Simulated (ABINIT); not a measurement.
An input for ABINIT 10.8.3 (AgBr (Bromargyrite)):

```
acell 3*1.0 Angstrom
rprim 
  0.000000000000 2.887250000000 2.887250000000
  2.887250000000 0.000000000000 2.887250000000
  2.887250000000 2.887250000000 0.000000000000
ntypat 2
znucl 47 35
natom 2
typat 1 2
xred 
  0.000000000000 0.000000000000 0.000000000000
  0.500000000000 0.500000000000 0.500000000000
pp_dirpath "pseudos"
pseudos "Ag.upf, Br.upf"
ecut 37
nspinor 2
ngkpt 4 4 4
nshiftk 1
shiftk 0 0 0
kptopt 1
chksymbreak 0
istwfk *1
occopt 1
irdwfk 1
optdriver 4
nband 212
gwcalctyp 0
ecutsigx 37
symsigma 0
nkptgw 2
kptgw 
  0.5000000000 0.0000000000 0.0000000000
  0.0000000000 0.0000000000 0.0000000000
bdgw 
  23 30
  23 32
ecuteps 5.5
irdscr 1
ppmodel 1
indata_prefix "in"
outdata_prefix "out"
tmpdata_prefix "tmp"
```

```sh
OMP_NUM_THREADS=1 mpirun -n 8 abinit run.abi > log
```

Q: How long will it take on 8 MPI ranks of Arm Neoverse V1, shared host, and how much memory?

It took 2.4 min; on shared hardware allow 72 s to 4.8 min. Peak host memory was 2.6 GiB.

[Paths, hosts, dates, memory and timing lines, banners, echoed tables and standing remarks are left out of the program output.]

[Logs are printed without paths, hosts, clocks, repeated set-up lines and the standing remarks that a program may print on its own settings, such as how far it seeks lower states.]

[Runs of the session that timed out or met a known fault of the program may be left out.]

[Hosts, paths, dates, database ids (printed as entryN), source tags and the programs' standing remarks are cut or masked in the printed files.]

[G0W0 gaps are taken among the corrected bands and points alone; a level outside them can change the order at an edge.]

[Where Ansatz stands beside ABINIT at settings called matched, ABINIT's density can come from a denser mesh and the files from another edition; pairs whose starting gaps differed by over 0.03 eV were left out, so agreement reads better than it is.]
